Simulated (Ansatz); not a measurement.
# SiW3: from a guess to a relaxed structure, part 2 of 2

Aim: relax a trial structure of SiW3 and see where it ends.

Ansatz 0.2.0; DFT PBE, scalar-relativistic, plane waves, PAW. Earlier steps stand in the parts before.

## (4) Full relaxation

The end of the coarse run is made exact in the group found at a tolerance of 0.06 Å and reduced to its primitive cell.

input.yaml

```yaml
crystal:
  lattice:
    - [0.0, 3.1224753673, 3.1224753673]
    - [3.1224753673, 0.0, 3.1224753673]
    - [3.1224753673, 3.1224753673, 0.0]
  atoms:
    - { symbol: Si, position: [0.0, 0.0, 0.0] }
    - { symbol: W, position: [0.25, 0.25, 0.25] }
    - { symbol: W, position: [0.75, 0.75, 0.75] }
    - { symbol: W, position: [0.5, 0.5, 0.5] }
basis:
  ecutwfc: 420
kpoints:
  mp_grid: { grid: [14, 14, 14] }
hamiltonian:
  xc: pbe
scf:
  occupations: { method: gaussian, width: 0.1 }
output:
  forces: true
  stress: true
  eigenvalues: true
  write_density: true
  write_potential: true
  elf: true
  volumetric_format: npy
relax:
  adjacent_minimum: "off"
  f_tol: 0.01
  max_steps: 80
  cell: { stress_tol: 0.05 }
```

Started as:

```console
> ansatz run input.yaml --threads 1 --pin off --max-ram 2048MiB --backend cpu --events-out ev --progress --plain --runs-dir out
```

Log:

```text
Warning: RAYON_NUM_THREADS=1 ignored (pool sized by the plan → 1); use --threads N
Engine: ansatz 0.2.0, aarch64-unknown-linux-gnu
Pseudopotentials: kind: paw
Pseudopotential: Si, paw, valence charge 4, recommended cutoff 420 eV (normal), Si.paw.azcp
Pseudopotential: W, paw, valence charge 14, recommended cutoff 420 eV (normal), W.paw.azcp
Functional definition: PBE
  parameter kappa = 0.804
  parameter beta = 0.06672455060314922
  exchange = pbe_x(kappa = kappa, mu = beta*pi^2/3)
  correlation = pbe_c(beta = beta)
Crystal: 4 atoms, lattice volume = 60.887 Å³
Basis set: ecut = 420 eV, 1243 PW (Γ), exchange–correlation on 60×60×60 points (8 copies of the dense FFT grid, shifted against one another)
Bands: 28, of which v1, the nominal top of the filled ones, is band 23 counted from 1 (22 counted from 0)
Symmetry: 48 space group operations
Space group: Fm-3m (ITA 225), of the structure as read, at distance tolerance 3.9e-5 Å
k-points: 104 of 2744
Non-local potential: Si, projectors of the file, l = 0: 2, l = 1: 2, l = 2: 2
Non-local potential: W, projectors of the file, l = 0: 3, l = 1: 2, l = 2: 2, l = 3: 1
PAW form: soft (Blöchl's): semilocal exchange-correlation on the pseudo side does not see the compensation charge
PAW one-centre angular grid: Si, 110 points (default); XC on 64 Gauss nodes
PAW one-centre angular grid: W, 590 points (default); XC on 64 Gauss nodes
Initial density: superposition of atomic densities (neutral atoms: chi_scale 0, normalization atom), corrected by the library's trained network
Initial wavefunctions: pseudopotential atomic-orbital guess
Functional: x = pbe(κ = 0.804, μ = 0.2195149727645171), c = pbe(β = 0.06672455060314922)
SCF iter   1: F=—  HF=-31789.541100 eV  |F-HF|=—  |Δ(HF+E_count)|=         —  Δρ=3.66e-3  dr2=6.22e-3  ethr=1.77e-3  ⟨swp⟩=5.2  Hψ=12505  notcnv=0
preconditioner: auto → Kerker (q_TF=auto, 2.604 Å⁻¹)  [metal: Δε(μ)=0.006 eV  Ē_g=5.569 eV  σ=0.100 eV  W_gap=0.03  n_scr=14 (ndim 8)  ℏωp=22.3 eV  f_vac=0.000  D(μ)=3.05/eV (n_scr^D=26)]
SCF iter   2: F=—  HF=-31789.540534 eV  |F-HF|=—  |Δ(HF+E_count)|=   5.67e-4  Δρ=1.73e-3  dr2=5.10e-4  ethr=1.35e-5  ⟨swp⟩=1.6  Hψ=4303  notcnv=0
SCF iter   3: F=—  HF=-31789.540748 eV  |F-HF|=—  |Δ(HF+E_count)|=   2.14e-4  Δρ=7.48e-4  dr2=1.00e-4  ethr=1.11e-6  ⟨swp⟩=1.5  Hψ=3184  notcnv=0
SCF iter   4: F=—  HF=-31789.540800 eV  |F-HF|=—  |Δ(HF+E_count)|=   5.21e-5  Δρ=6.27e-5  dr2=1.14e-6  ethr=2.18e-7  ⟨swp⟩=2.5  Hψ=3950  notcnv=0
SCF iter   5: F=—  HF=-31789.540774 eV  |F-HF|=—  |Δ(HF+E_count)|=   2.62e-5  Δρ=9.59e-6  dr2=5.71e-8  ethr=2.47e-9  ⟨swp⟩=2.5  Hψ=4343  notcnv=0
SCF iter   6: F=-31789.540774 eV  HF=-31789.540774 eV  |F-HF|=2.48e-9  |Δ(HF+E_count)|=  7.57e-10  Δρ=1.81e-6  dr2=3.09e-9  ethr=1.24e-10  ⟨swp⟩=7.8  Hψ=17394  notcnv=0
SCF 1 converged in 6 iterations: F = -31789.540774 eV  dr2 = 3.09e-9
relax step   1: F+E_penalty+E_count = -31789.54077371 eV  Δ(F+E_penalty+E_count) = +0.000e0 eV  max|allowed force component| = 4.626e-18 eV/Å  Δτ_max = 0.0000 Å  P = -0.283 GPa  Ω = 60.887 Å³  (6 SCF iters, dr2 threshold 1.00e-7 eV, accepted)
Crystal: 4 atoms, lattice volume = 60.701 Å³
Initial density: handed on by an earlier stage of this run
Initial wavefunctions: those handed on with the density
iter 1 solved again at ethr=1.83e-8 eV; its pass at ethr=3.10e-3 eV (dr2=8.43e-6 eV) is discarded
SCF iter   1: F=—  HF=-31789.540727 eV  |F-HF|=—  |Δ(HF+E_count)|=         —  Δρ=9.84e-5  dr2=2.28e-6  ethr=1.83e-8  ⟨swp⟩=3.1  Hψ=15871  notcnv=0
preconditioner: auto → Kerker (q_TF=auto, 2.605 Å⁻¹)  [metal: Δε(μ)=0.011 eV  Ē_g=5.592 eV  σ=0.100 eV  W_gap=0.06  n_scr=14 (ndim 8)  ℏωp=22.4 eV  f_vac=0.000  D(μ)=3.01/eV (n_scr^D=26)]
SCF iter   2: F=—  HF=-31789.540705 eV  |F-HF|=—  |Δ(HF+E_count)|=   2.26e-5  Δρ=5.84e-5  dr2=7.36e-7  ethr=4.95e-9  ⟨swp⟩=1.0  Hψ=2912  notcnv=0
SCF iter   3: F=-31789.540705 eV  HF=-31789.540705 eV  |F-HF|=7.52e-8  |Δ(HF+E_count)|=   1.66e-7  Δρ=1.19e-5  dr2=1.10e-7  ethr=4.35e-10  ⟨swp⟩=7.2  Hψ=18620  notcnv=0
SCF 2 converged in 3 iterations: F = -31789.540705 eV  dr2 = 1.10e-7
relax step   2: F+E_penalty+E_count = -31789.54070475 eV  Δ(F+E_penalty+E_count) = +6.896e-5 eV  max|allowed force component| = 2.544e-17 eV/Å  Δτ_max = 0.0000 Å  P = +0.531 GPa  Ω = 60.701 Å³  energy of the carried Pulay correction = +7.389e-5 eV  (3 SCF iters, dr2 threshold 2.00e-7 eV, rejected (line search))
Crystal: 4 atoms, lattice volume = 60.823 Å³
iter 1 solved again at ethr=7.08e-9 eV; its pass at ethr=3.10e-3 eV (dr2=3.26e-6 eV) is discarded
SCF iter   1: F=—  HF=-31789.540880 eV  |F-HF|=—  |Δ(HF+E_count)|=         —  Δρ=5.57e-5  dr2=5.70e-7  ethr=7.08e-9  ⟨swp⟩=3.0  Hψ=15914  notcnv=0
preconditioner: auto → Kerker (q_TF=auto, 2.604 Å⁻¹)  [metal: Δε(μ)=0.010 eV  Ē_g=5.581 eV  σ=0.100 eV  W_gap=0.06  n_scr=14 (ndim 8)  ℏωp=22.3 eV  f_vac=0.000  D(μ)=3.02/eV (n_scr^D=26)]
SCF iter   2: F=—  HF=-31789.540857 eV  |F-HF|=—  |Δ(HF+E_count)|=   2.30e-5  Δρ=3.30e-5  dr2=2.17e-7  ethr=1.24e-9  ⟨swp⟩=2.0  Hψ=3761  notcnv=0
SCF iter   3: F=—  HF=-31789.540857 eV  |F-HF|=—  |Δ(HF+E_count)|=   5.73e-8  Δρ=4.16e-6  dr2=6.09e-9  ethr=4.73e-10  ⟨swp⟩=2.2  Hψ=4726  notcnv=0
SCF iter   4: F=—  HF=-31789.540857 eV  |F-HF|=—  |Δ(HF+E_count)|=  1.86e-10  Δρ=5.78e-7  dr2=1.38e-10  ethr=1.32e-11  ⟨swp⟩=2.5  Hψ=4157  notcnv=0
SCF iter   5: F=-31789.540857 eV  HF=-31789.540857 eV  |F-HF|=3.64e-12  |Δ(HF+E_count)|=  2.91e-11  Δρ=1.11e-7  dr2=6.22e-12  ethr=1.00e-12  ⟨swp⟩=6.0  Hψ=12694  notcnv=0
SCF 3 converged in 5 iterations: F = -31789.540857 eV  dr2 = 6.22e-12
relax step   3: F+E_penalty+E_count = -31789.54085684 eV  Δ(F+E_penalty+E_count) = -8.314e-5 eV  max|allowed force component| = 6.939e-17 eV/Å  Δτ_max = 0.0000 Å  P = -0.001 GPa  Ω = 60.823 Å³  energy of the carried Pulay correction = +2.570e-5 eV  (5 SCF iters, accepted)
Initial wavefunctions: pseudopotential atomic-orbital guess (no wavefunctions were taken with the density)
iter 1 solved again at ethr=2.57e-8 eV; its pass at ethr=3.10e-3 eV (dr2=1.18e-5 eV) is discarded
SCF iter   1: F=—  HF=-31789.540847 eV  |F-HF|=—  |Δ(HF+E_count)|=         —  Δρ=3.63e-6  dr2=1.40e-9  ethr=2.57e-8  ⟨swp⟩=3.3  Hψ=21014  notcnv=0
SCF iter   2: F=—  HF=-31789.540824 eV  |F-HF|=—  |Δ(HF+E_count)|=   2.26e-5  Δρ=1.76e-6  dr2=2.76e-10  ethr=3.05e-12  ⟨swp⟩=3.1  Hψ=6425  notcnv=0
SCF iter   3: F=-31789.540824 eV  HF=-31789.540824 eV  |F-HF|=2.18e-11  |Δ(HF+E_count)|=  8.37e-11  Δρ=5.29e-7  dr2=2.66e-11  ethr=1.00e-12  ⟨swp⟩=6.0  Hψ=14260  notcnv=0
SCF 4 converged in 3 iterations: F = -31789.540824 eV  dr2 = 2.66e-11
relax step   4: F+E_penalty+E_count = -31789.54082412 eV  Δ(F+E_penalty+E_count) = +3.272e-5 eV  max|allowed force component| = 6.418e-17 eV/Å  Δτ_max = 0.0000 Å  P = -0.001 GPa  Ω = 60.823 Å³  stress off target by 9.93e-4 GPa  SCF on the basis re-selected at this cell (its energy is not comparable with the rows above)  (3 SCF iters)
basis re-selected at this cell: Δ(F+E_penalty+E_count) = +3.272e-5 eV, ΔP = -0.000 GPa vs the last step (what re-selecting the basis moved, of the pressure what is left beyond the Pulay correction that the steps carried, after the strain that the cell walked since its last selection, with what the two solves' SCF thresholds leave and, on support functions, any second-order correction that the steps lacked; it is no measure of the basis error at this ecutwfc). This SCF's stress stands 9.93e-4 GPa from its target on what of the cell is left free (relax.cell.stress_tol is 5.00e-2 GPa) and its largest allowed force component is 6.42e-17 eV/Å (relax.f_tol is 1.00e-2 eV/Å): within both
SCF converged after 3 iterations
Free energy (F): -31789.540824 eV
Harris-Foulkes:  -31789.540824 eV  (|F-HF|=2.18e-11)
Internal energy: -31789.525732 eV  (E = F + TS)
E sigma→0 (E₀):  -31789.533278 eV
Entropy (-TS):   -0.015093 eV (-3.773 meV/atom)
Fermi energy:    20.198608 eV
--- Per-component energies (eV) ---
  E_band       = -281.458984
  E_kinetic    = 1397.358756
  E_local      = -2229.578241  (includes V_loc(G=0)·N_el)
  E_nonlocal   = 26.878681
  E_hartree    = 834.009564
  E_xc         = -857.709330
  E_vxc        = -765.587777  (∫ρ·V_xc dr)
  E_paw        = -26200.958603  (= ΣΔE_a)
  E_vpaw       = -378.549310  (= ΣTr[D̂ρ^β])
  E_aug_tail   = -0.000163  (compensation charges beyond the density's cutoff)
  E_ewald      = -4759.526396
  E_smearing   = -0.015093  (= −TS)
  E_closure    = 0.000000  (closes the sum)
  Σ components = -31789.540824   (vs F -31789.540824, Δ=0.00e0)
--- Forces (eV/Å), atoms counted from 1 ---
  atom   1  Si    -0.00000000     0.00000000    -0.00000000
  atom   2  W      0.00000000     0.00000000     0.00000000
  atom   3  W     -0.00000000    -0.00000000    -0.00000000
  atom   4  W      0.00000000     0.00000000     0.00000000
  max |Σ_I F_I| component: 1.62e-17 eV/Å
--- Stress (GPa, compression-positive) ---
       -0.000993       0.000000       0.000000
        0.000000      -0.000993       0.000000
        0.000000       0.000000      -0.000993
  P = ⅓ Tr σ = -0.0010 GPa (-0.010 kbar)
--- Band table (eV; the first three rows and the last of 104) ---
  k-point 0: bands = ["-53.8465", "-53.4033", "-53.3940", "-18.3125", "-18.3125", "-18.3125", "-17.8383", "-17.8383", "-17.8383", "-17.4280", "-17.4280", "-17.4280", "8.6994", "15.3049", "15.3049", "15.4341", "15.4341", "15.4341", "18.0597", "18.0597", "18.0597", "20.1395", "21.9193", "21.9193", "21.9193", "23.0158", "23.0158", "23.9968"]
  k-point 1: bands = ["-53.8457", "-53.4038", "-53.3944", "-18.3185", "-18.3182", "-18.3182", "-17.8320", "-17.8320", "-17.8213", "-17.4398", "-17.4284", "-17.4284", "8.7754", "15.1435", "15.1435", "15.2898", "15.6817", "15.6817", "18.0051", "18.0388", "18.0388", "20.3841", "21.6276", "21.7706", "21.7706", "22.9768", "22.9768", "23.9942"]
  k-point 2: bands = ["-53.8434", "-53.4050", "-53.3956", "-18.3333", "-18.3333", "-18.3317", "-17.8154", "-17.8154", "-17.7776", "-17.4727", "-17.4296", "-17.4296", "8.9972", "14.9533", "15.0183", "15.0183", "16.0544", "16.0544", "17.7762", "17.9851", "17.9851", "20.9811", "21.1448", "21.3955", "21.3955", "22.8883", "22.8883", "23.8693"]
  k-point 103: bands = ["-53.8236", "-53.4119", "-53.4094", "-18.5300", "-18.3886", "-18.3041", "-17.8806", "-17.5886", "-17.5817", "-17.5212", "-17.4901", "-17.4595", "11.0988", "13.9761", "14.2642", "15.5039", "16.1903", "17.5215", "17.6354", "17.6852", "18.6141", "18.9983", "19.5732", "20.6210", "21.2367", "21.5555", "21.8159", "21.9039"]
--- Relaxed structure (3 steps of the walk, 2 accepted, 1 SCFs on fresh bases) ---
  F+E_penalty+E_count = -31789.54082412 eV   max|allowed force component| = 6.418e-17 eV/Å   (the final SCF, on the basis selected at the relaxed cell)
  cell:  # Å, volume = 60.8226 Å³
    - [1.0190744065791179e-34, 3.121368323185106, 3.121368323185106]
    - [3.121368323185106, 1.464919459457482e-34, 3.121368323185106]
    - [3.121368323185106, 3.121368323185106, 1.9107645123358467e-35]
  atoms:
    - { symbol: Si, position: [-5.245375125447256e-37, 9.461753216715863e-37, 5.948104807325357e-37] }
    - { symbol: W, position: [0.25, 0.25, 0.25] }
    - { symbol: W, position: [0.75, 0.75, 0.75] }
    - { symbol: W, position: [0.5, 0.5, 0.5] }
```

Run time: 32 s. Hardware: 1 thread of Arm Neoverse V2, shared host; peak memory 0.43 GiB.

Step by step:

| step | energy from step 1 (eV/cell) | largest force component (eV/Å) | pressure (GPa) | volume (Å³) |
| --- | --- | --- | --- | --- |
| 1 | 0.0000 | 0.0000 | -0.28 | 60.89 |
| 2 | 0.0001 | 0.0000 | 0.53 | 60.70 |
| 3 | -0.0001 | 0.0000 | 0.00 | 60.82 |
| 4 | 0.0000 | 0.0000 | 0.00 | 60.82 |

Step 1 is the start. Step 4 repeats the geometry before it on a plane-wave basis chosen anew for that cell, so its energy need not be comparable with the rows above. Step 2 was tried and not accepted.

Lengths and angles in the start's conventional setting:

|  | before | after | change |
| --- | --- | --- | --- |
| a (Å) | 6.245 | 6.243 | 0.0 % |
| b (Å) | 6.245 | 6.243 | 0.0 % |
| c (Å) | 6.245 | 6.243 | 0.0 % |
| volume (Å³/atom) | 15.22 | 15.21 | -0.1 % |
| shortest distance (Å) | 2.704 | 2.703 | 0.0 % |
| space group (0.01 Å) | Fm-3m | Fm-3m | same |

The run keeps the 48 symmetry operations of the start, so it could not have lowered the symmetry.

The maps below are laid out on this run's own conventional cell (a, b, c = 6.243, 6.243, 6.243 Å).

Density in a lattice plane of the grid's cell (edges 6.24 and 6.24 Å, at 0.000 of the third edge), which holds Si and W.

Ten even steps from ' ' (0.05 e/Å³) to '@' (4.99 e/Å³):
```
                  ::##@@@@@@##::                
                  ..--++**++--..                
                    ..........                  
                                                
                                                
                                                
......                                      ....
**++--..                                  ..--++
@@@@##::                                  ::##@@
##@@%%--                                  --%%@@
@@@@##::                                  ::##@@
**++--..                                  ..--++
......                                      ....
                                                
                                                
                                                
                    ..........                  
                  ..--++**++--..                
                  ::##@@@@@@##::                
                  --%%@@##@@%%--                
```
Columns run along the first of these edges and rows up along the second, over one cell in 24 and 20 even steps from the bottom left corner. Atoms in the plane (fractional): Si at (0.00, 0.00), Si at (0.50, 0.50), W at (0.00, 0.50), W at (0.50, 1.00).

ELF in the same plane.

Ten even steps from '0' (0.01) to '9' (0.67):
```
335987532598589523578953
568987653479997435678986
999876666432223466667899
777765666642124666656777
456665556665456665556665
124666656777777765666642
223466667899999876666432
997435678986568987653479
589523578953335987532598
039612478844744887421693
589523578953335987532598
997435678986568987653479
223466667899999876666432
124666656777777765666642
456665556665456665556665
777765666642124666656777
999876666432223466667899
568987653479997435678986
335987532598589523578953
744887421693039612478844
```
Columns run along the first of these edges and rows up along the second, over one cell in 24 and 20 even steps from the bottom left corner. Atoms in the plane (fractional): Si at (0.00, 0.00), Si at (0.50, 0.50), W at (0.00, 0.50), W at (0.50, 1.00).

Both are smooth fields of the valence electrons: close to the nuclei they are not physical.

Outside the cores ELF peaks at 0.64 in the shell around Si, 1.0 Å from Si; 0.49 between the atoms, 1.7 Å from W.

## (5) Changed: ecutwfc 500 eV

input.yaml

```yaml
crystal:
  lattice:
    - [0.0, 3.1213683232, 3.1213683232]
    - [3.1213683232, 0.0, 3.1213683232]
    - [3.1213683232, 3.1213683232, 0.0]
  atoms:
    - { symbol: Si, position: [0.0, 0.0, 0.0] }
    - { symbol: W, position: [0.25, 0.25, 0.25] }
    - { symbol: W, position: [0.75, 0.75, 0.75] }
    - { symbol: W, position: [0.5, 0.5, 0.5] }
basis:
  ecutwfc: "500 eV"
kpoints:
  mp_grid: { grid: [14, 14, 14] }
hamiltonian:
  xc: pbe
scf:
  occupations: { method: gaussian, width: 0.1 }
output:
  forces: true
  eigenvalues: true
  stress: true
```

Started as:

```console
> ansatz run input.yaml --threads 1 --pin off --max-ram 2048MiB --backend cpu --events-out ev --progress --plain --runs-dir out
```

Log, shortened:

```text
Warning: RAYON_NUM_THREADS=1 ignored (pool sized by the plan → 1); use --threads N
[...]
[... 4 set-up lines as earlier in the session ...]
[...]
Crystal: 4 atoms, lattice volume = 60.823 Å³
Basis set: ecut = 500 eV, 1471 PW (Γ), exchange–correlation on 72×72×72 points (8 copies of the dense FFT grid, shifted against one another)
Bands: 28, of which v1, the nominal top of the filled ones, is band 23 counted from 1 (22 counted from 0)
[... 2 set-up lines as earlier in the session ...]
k-points: 104 of 2744
[...]
SCF iter   1: F=—  HF=-31789.544476 eV  |F-HF|=—  |Δ(HF+E_count)|=         —  Δρ=3.73e-3  dr2=6.42e-3  ethr=1.77e-3  ⟨swp⟩=5.2  Hψ=12518  notcnv=0
[...]
SCF iter   6: F=-31789.544205 eV  HF=-31789.544205 eV  |F-HF|=2.71e-9  |Δ(HF+E_count)|=   1.75e-9  Δρ=1.87e-6  dr2=3.34e-9  ethr=1.40e-10  ⟨swp⟩=4.3  Hψ=10342  notcnv=0
[...]
SCF converged after 6 iterations
Free energy (F): -31789.544205 eV
[...]
E sigma→0 (E₀):  -31789.536658 eV
Entropy (-TS):   -0.015094 eV (-3.774 meV/atom)
Fermi energy:    20.198580 eV
[...]
--- Forces (eV/Å), atoms counted from 1 ---
  atom   1  Si    -0.00000000     0.00000000    -0.00000000
  atom   2  W     -0.00000000    -0.00000000     0.00000000
  atom   3  W      0.00000000    -0.00000000     0.00000000
  atom   4  W      0.00000000    -0.00000000     0.00000000
[...]
--- Stress (GPa, compression-positive) ---
       -0.014226      -0.000000       0.000000
        0.000000      -0.014226       0.000000
        0.000000       0.000000      -0.014226
  P = ⅓ Tr σ = -0.0142 GPa (-0.142 kbar)
--- Band table (eV; the first three rows and the last of 104) ---
[...]
```

Run time: 9.9 s. Hardware: 1 thread of Arm Neoverse V2, shared host; peak memory 0.45 GiB.

| run | ending | energy change | pressure (GPa) | gap (eV) | force (eV/Å) | cycles | time |
| --- | --- | --- | --- | --- | --- | --- | --- |
| step 4 | converged | 0 | 0.0 | 0.00 | 0.00 | - | 32 s |
| variant | converged | -0.8 meV/atom | 0.0 | 0.00 | 0.00 | 6 | 9.9 s |

Changing the cutoff moves the energy by -0.8 meV/atom. More plane waves (500 against 420 eV) lower the energy, so the reference carries about that much basis error.

## (6) What came out

The summary covers parts 1 to 2. Changes of volume or cell count from the first structure of part 1.

| quantity | value |
| --- | --- |
| symmetry at the end (tolerance 0.05 Å) | space group Fm-3m (No. 225) |
| conventional cell | a = 6.243 Å, b = 6.243 Å, c = 6.243 Å, α = 90.00°, β = 90.00°, γ = 90.00° |
| volume | 15.21 Å³/atom |
| energy over the elements | +0.19 eV/atom |
| gap on the mesh | none (metal) |

In words: The space group Fm-3m (No. 225) is kept, and the volume per atom shrinks by 2.3 % from the first guess. With a positive formation energy it can't be a ground state. No finished test with a distortion of lower symmetry is shown, so the end may be a saddle point. The runs treat W without spin-orbit coupling.
